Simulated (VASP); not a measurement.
VASP 6.6.1 run: TiO₂

INCAR

```
LDAUL = 2 -1
NBANDS = 33
LASPH = .TRUE.
LWAVE = .FALSE.
LMAXMIX = 4
LDAUJ = 0 0
LDAUTYPE = 2
EDIFF = 1E-7
GGA = PE
ISMEAR = -1
LREAL = .FALSE.
IBRION = -1
SIGMA = 0.02
NELM = 120
LDAU = .TRUE.
NSW = 0
PREC = Accurate
ENCUT = 520
LDAUU = 5.0 0
ISIF = 2
LCHARG = .FALSE.
```

KPOINTS

```
KPOINTS created by Atomic Simulation Environment
0
Gamma
6 6 8
0 0 0
```

POSCAR

```
Ti O
 1.0000000000000000
     4.6887905638999996    0.0000000000000000    0.0000000000000000
     0.0000000000000000    4.6887905638999996    0.0000000000000000
     0.0000000000000000    0.0000000000000000    2.9194584458000001
 Ti  O
   2   4
Cartesian
 -0.0000000000000000  0.0000000000000000  0.0000000000000000
  2.3443952819499994  2.3443952819499994  1.4597292228999998
  1.4342920096423768  1.4342920096423768  0.0000000000000000
  0.9101032723076227  3.7786872915923766  1.4597292228999998
  3.7786872915923766  0.9101032723076227  1.4597292228999998
  3.2544985542576219  3.2544985542576219  0.0000000000000000
```

The recommended PBE PAW datasets give the neutral cell 48 valence electrons.

Command

```
mpirun -np 1 vasp_std
```

OSZICAR

```
N       E                     dE             d eps       ncg     rms          rms(c)
DAV:   1     0.665956150228E+03    0.66596E+03   -0.24115E+04  3300   0.171E+03
DAV:   2     0.295585094931E+02   -0.63640E+03   -0.59331E+03  3627   0.513E+02
DAV:   3    -0.617466873609E+02   -0.91305E+02   -0.89826E+02  4414   0.189E+02
DAV:   4    -0.666353433349E+02   -0.48887E+01   -0.48747E+01  4840   0.414E+01
DAV:   5    -0.668283636403E+02   -0.19302E+00   -0.19299E+00  4447   0.648E+00    0.314E+01
DAV:   6    -0.465697155521E+02    0.20259E+02   -0.80751E+01  4471   0.899E+01    0.881E+00
DAV:   7    -0.471312510430E+02   -0.56154E+00   -0.10798E+01  4225   0.221E+01    0.740E+00
DAV:   8    -0.470436679847E+02    0.87583E-01   -0.94699E-01  4482   0.906E+00    0.301E+00
DAV:   9    -0.471013949837E+02   -0.57727E-01   -0.31505E-01  4125   0.353E+00    0.111E+00
DAV:  10    -0.471061961274E+02   -0.48011E-02   -0.10407E-01  4095   0.182E+00    0.857E-01
DAV:  11    -0.470998601892E+02    0.63359E-02   -0.45738E-02  4307   0.257E+00    0.382E-01
DAV:  12    -0.470977383661E+02    0.21218E-02   -0.57529E-03  4283   0.882E-01    0.500E-02
DAV:  13    -0.470977263410E+02    0.12025E-04   -0.46845E-04  4706   0.225E-01    0.407E-02
DAV:  14    -0.470977071697E+02    0.19171E-04   -0.72359E-05  4541   0.899E-02    0.892E-03
DAV:  15    -0.470977067431E+02    0.42657E-06   -0.56132E-06  4883   0.160E-02    0.505E-03
DAV:  16    -0.470977064243E+02    0.31882E-06   -0.53783E-07  4048   0.737E-03    0.234E-03
DAV:  17    -0.470977064255E+02   -0.12233E-08   -0.13610E-07  2801   0.399E-03
   1 F= -.47097706E+02 E0= -.47097706E+02  d E =-.439289E-13
```

Standard output (part)

```
POSCAR found type information on POSCAR TiO
 POSCAR found :  2 types and       6 ions
 LDA part: xc-table for (Slater+PW92), standard interpolation
 POSCAR, INCAR and KPOINTS ok, starting setup
 WAVECAR not read
 entering main loop
```

From OUTCAR

```
k-points           NKPTS =     50   k-points in BZ     NKDIM =     50   number of bands    NBANDS=     33

   NELECT =      48.0000    total number of electrons

   dimension x,y,z NGX =    36 NGY =   36 NGZ =   24
   dimension x,y,z NGXF=    72 NGYF=   72 NGZF=   48

  energy-cutoff  :      520.00
  volume of cell :       64.18
      direct lattice vectors                 reciprocal lattice vectors
     4.688790564  0.000000000  0.000000000     0.213274615  0.000000000  0.000000000
     0.000000000  4.688790564  0.000000000     0.000000000  0.213274615  0.000000000
     0.000000000  0.000000000  2.919458446     0.000000000  0.000000000  0.342529280

 k-points in reciprocal lattice and weights: KPOINTS created by Atomic Simulation Env
   0.00000000  0.00000000  0.00000000       0.003
   0.16666667  0.00000000  0.00000000       0.014
   0.33333333  0.00000000  0.00000000       0.014
   0.50000000  0.00000000  0.00000000       0.007
   0.16666667  0.16666667  0.00000000       0.014
   0.33333333  0.16666667  0.00000000       0.028
   0.50000000  0.16666667  0.00000000       0.014
   0.33333333  0.33333333  0.00000000       0.014
   ...

 E-fermi :   5.3256

 k-point     1 :       0.0000    0.0000    0.0000
  band No.  band energies     occupation
      1     -53.3644      2.00000
      2     -53.3518      2.00000
      3     -29.5803      2.00000
      4     -29.5803      2.00000
      5     -29.4564      2.00000
      6     -29.4564      2.00000
      7     -29.3833      2.00000
      8     -29.3594      2.00000
      9     -13.3315      2.00000
     10     -12.1232      2.00000
     11     -11.5409      2.00000
     12     -11.5409      2.00000
     13      -0.8611      2.00000
     14      -0.2148      2.00000
     15       0.2359      2.00000
     16       1.2103      2.00000
     17       1.2103      2.00000
     18       2.1313      2.00000
     19       2.1313      2.00000
     20       2.9762      2.00000
     21       4.1402      2.00000
     22       4.3299      2.00000
     23       4.3299      2.00000
     24       4.8196      2.00000
     25       7.3535      0.00000
     26       7.5066      0.00000
     27       8.0764      0.00000
     28       8.0880      0.00000
     29       8.0880      0.00000
     30       9.1739      0.00000
     31       9.9928      0.00000
     32      11.3685      0.00000
     33      11.3709      0.00000

 ...

  Total        2.0838381      2.0838381      7.7704792      0.0000000      0.0000000      0.0000000
  in kB       52.0176331     52.0176331    193.9699345      0.0000000      0.0000000      0.0000000
  external PRESSURE =      99.3350669 kB  Pullay stress =       0.0000000 kB

 POSITION                                       TOTAL-FORCE (eV/Angst)
 -----------------------------------------------------------------------------------
      0.00000      0.00000      0.00000         0.000000      0.000000      0.000000
      2.34440      2.34440      1.45973         0.000000      0.000000      0.000000
      1.43429      1.43429      0.00000        -0.262415     -0.262415      0.000000
      0.91010      3.77869      1.45973         0.262415     -0.262415      0.000000
      3.77869      0.91010      1.45973        -0.262415      0.262415      0.000000
      3.25450      3.25450      0.00000         0.262415      0.262415      0.000000
 -----------------------------------------------------------------------------------
    total drift:                                0.000000      0.000000      0.000000

  FREE ENERGIE OF THE ION-ELECTRON SYSTEM (eV)
  ---------------------------------------------------
  free  energy   TOTEN  =       -47.0977064255 eV

  energy  without entropy=      -47.0977064255  energy(sigma->0) =      -47.09770643
```

It converged. Results: gap between bands v and c on the k mesh 2.50 eV; least direct gap on the k mesh 2.53 eV; pressure 9.9 GPa; largest force 0.37 eV/Å. Band v is the last that the valence electrons fill when counted band by band, and c is the next.

For comparison, a separate PBE run of the intended cell, on usual settings and not on those above, gives a gap of 1.91 eV on its mesh and a pressure of 1.1 GPa.

The run above took about 77 s on one core of a shared host (Intel Xeon Platinum 8488C) and held 0.22 GiB at most.
